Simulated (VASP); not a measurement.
A run of VASP 6.6.1 is set up as follows.

File INCAR:

```
SYSTEM = ZnS
PREC = Accurate
ENCUT = 520
EDIFF = 1E-7
ISMEAR = -1
SIGMA = 0.05
LREAL = .FALSE.
LASPH = .TRUE.
NELM = 80
ALGO = Normal
ISIF = 2
LWAVE = .FALSE.
LCHARG = .FALSE.
GGA = RP
IVDW = 13
NBANDS = 26
```

Contents of KPOINTS:

```
Automatic mesh
0
G
  8 8 5
  0 0 0
```

The input POSCAR:

```
ZnS
1.0
    3.7854220481      0.0000000000      0.0000000000
   -1.8927110241      3.2782716577      0.0000000000
    0.0000000000      0.0000000000      6.1921598132
Zn S
2 2
Direct
    0.6666666667      0.3333333333      0.5000000000
    0.3333333333      0.6666666667      0.0000000000
    0.6666666667      0.3333333333      0.8850000000
    0.3333333333      0.6666666667      0.3850000000
```

Potentials or basis: VASP PAW PBE potentials, release 64 (Zn, S).

Run with:

```sh
$ cat potpaw_PBE.64/Zn/POTCAR potpaw_PBE.64/S/POTCAR > POTCAR
$ mpirun -np 1 vasp_std > vasp.out
```

Predict the band gap on the k mesh.

2.52 eV, direct.

Estimate the pressure.

0.7 GPa.

Estimate the dispersion energy per atom.

-0.619 eV.

Stress tensor (GPa, compression positive):
```
 1.55  0.00  0.00
 0.00  1.55  0.00
 0.00  0.00 -1.12
```

Caveat: the PAW data sets were made with another functional, which shifts forces and pressure a little.

**What was measured.**

From a printed reference work, monograph, for a bulk crystal of ZnS at 4 K: band gap 3.911 eV (direct).

Against the measured gap of ZnS, 3.911 eV (direct; 4 K; a printed reference work, monograph), the calculated 2.52 eV is off by -1.39 eV. The value is that of RPBE+D4, without temperature or zero-point motion. Semilocal functionals fall short of measured gaps as a rule.
